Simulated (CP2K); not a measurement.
# Pt under changes of volume

One of the cells (15.815 Å³/atom); the others are scaled copies at fixed shape and fractional positions:

```
CELL_PARAMETERS angstrom
2.76067 0.00000 0.00000
-1.38033 2.39081 0.00000
0.00000 0.00000 4.79213
ATOMIC_POSITIONS crystal
Pt 0.33333 0.66667 0.25000
Pt 0.66667 0.33333 0.75000
```

This isn't the form of Pt at room conditions, which is fcc.

* Program: CP2K 2026.2
* Functional: PBEsol
* Potentials or basis: POTENTIAL_UZH Pt GTH-PBE-q18; TZVP-MOLOPT-PBE-GTH basis
* Density cutoff: 6123 eV
* k mesh: 11 × 11 × 6
* Occupations: fermi-dirac, width 0.05 eV
* Spin: no spin polarisation

```csv
volume (Å³/atom),energy over the lowest point (meV/atom),pressure (GPa)
14.866,6.08,6.5
15.182,0.00,0.0
15.498,?,?
15.815,21.93,-10.5
16.131,47.13,-14.7
16.447,80.22,-18.5
16.763,120.18,-21.7
```

Question: What does the run at 15.498 Å³/atom give?

Answer: Energy over the lowest point 5.78 meV/atom; pressure -5.6 GPa.

Worked out: A Birch-Murnaghan fit of order 3 (a polynomial in V^(-2/3)) to the other rows has its minimum at 15.18 Å³/atom with B0 = V·E''(V) = 288 GPa and B' = 5.4 at fixed shape and positions, which overstates the stiffness. It gives 5.75 meV/atom at 15.498 Å³/atom, against the run's 5.78, and -dE/dV = -5.7 GPa, against -5.6.

Energies are extrapolated to zero smearing.

Caveats: the potentials were made for another functional, which shifts forces and pressure; the basis of atomic orbitals isn't converged, which shifts pressures, moduli and gaps.
